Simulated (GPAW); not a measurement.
Runs of GPAW 26.7.0 on NaF (Villiaumite). The structure is cubic, space group Fm-3m (No. 225). The conventional cell has a = 4.640 Å, b = 4.640 Å, c = 4.640 Å, α = 90.00°, β = 90.00°, γ = 90.00°. Na (site symmetry m-3m) has 6 F at 2.32 Å as nearest neighbours. F (site symmetry m-3m) has 6 Na at 2.32 Å as nearest neighbours. 

```csv
task,level,potentials or basis,cell,k mesh,cutoff (eV),smearing,optimizer,fmax,max steps,target pressure,convergence,gap on the mesh (eV),pressure (GPa),relaxed volume (Å³/atom)
relaxation of cell and atoms,PBEsol,"PAW data sets generated in the run's folder for this functional, pw",relaxed to 10 GPa,10 × 10 × 10,800,fermi-dirac 0.05 eV,BFGS,0.02 eV/Å,60,10 GPa,density=1e-05 forces=0.0001,7.05,10.0,-
relaxation of cell and atoms,PBEsol,"PAW data sets generated in the run's folder for this functional, pw",relaxed to 5 GPa,10 × 10 × 10,800,fermi-dirac 0.05 eV,BFGS,0.02 eV/Å,60,5 GPa,density=1e-05 forces=0.0001,6.70,4.9,-
single point,PBEsol,"PAW data sets generated in the run's folder for this functional, pw",as given,10 × 10 × 10,800,fermi-dirac 0.05 eV,-,-,-,-,-,6.16,(a),-
relaxation of cell and atoms,PBEsol,"PAW data sets generated in the run's folder for this functional, pw",relaxed to 30 GPa,10 × 10 × 10,800,fermi-dirac 0.05 eV,BFGS,0.02 eV/Å,60,30 GPa,density=1e-05 forces=0.0001,(b),29.9,-
relaxation of cell and atoms,PBEsol,"PAW data sets generated in the run's folder for this functional, pw",relaxed,10 × 10 × 10,800,fermi-dirac 0.05 eV,BFGS,0.02 eV/Å,60,-,density=1e-05 forces=0.0001,6.28,0.0,12.21
dielectric tensor,LDA,"the program's PAW data sets (release 1.2.1) made for this functional, pw",as given,8 × 8 × 8,600,fermi-dirac 0.001 eV,-,-,-,-,-,5.94,-,-
relaxation of cell and atoms,PBEsol+D3(BJ)+ATM,"PAW data sets generated in the run's folder for this functional, pw",relaxed,10 × 10 × 10,800,fermi-dirac 0.05 eV,BFGS,0.02 eV/Å,60,-,density=1e-05 forces=0.0001,6.46,0.0,11.81
single point,PBEsol,"PAW data sets generated in the run's folder for this functional, pw","atoms moved at random, drawn with an rms of 0.05 Å",10 × 10 × 10,800,fermi-dirac 0.05 eV,-,-,-,-,-,6.16,-1.0,-
relaxation of cell and atoms,PBEsol,"PAW data sets generated in the run's folder for this functional, pw",relaxed to 2 GPa,10 × 10 × 10,800,fermi-dirac 0.05 eV,BFGS,0.02 eV/Å,60,2 GPa,density=1e-05 forces=0.0001,6.48,2.3,-
relaxation of cell and atoms,PBEsol+D3,"PAW data sets generated in the run's folder for this functional, pw",relaxed,10 × 10 × 10,800,fermi-dirac 0.05 eV,BFGS,0.02 eV/Å,60,-,density=1e-05 forces=0.0001,6.45,0.2,11.82
```

Alike in all rows: no spin polarisation.

Fill in the values left out.

(a) -1.1; (b) 8.09.

Caveats: later steps reuse the first step's grids (some runs); the volume moved by over 15 % at a fixed basis, so the end points are rough (some runs); the long-wavelength limit can be off by a per cent or two (some runs); an odd mesh through Γ misses points on the zone boundary, where band edges often lie (some runs).
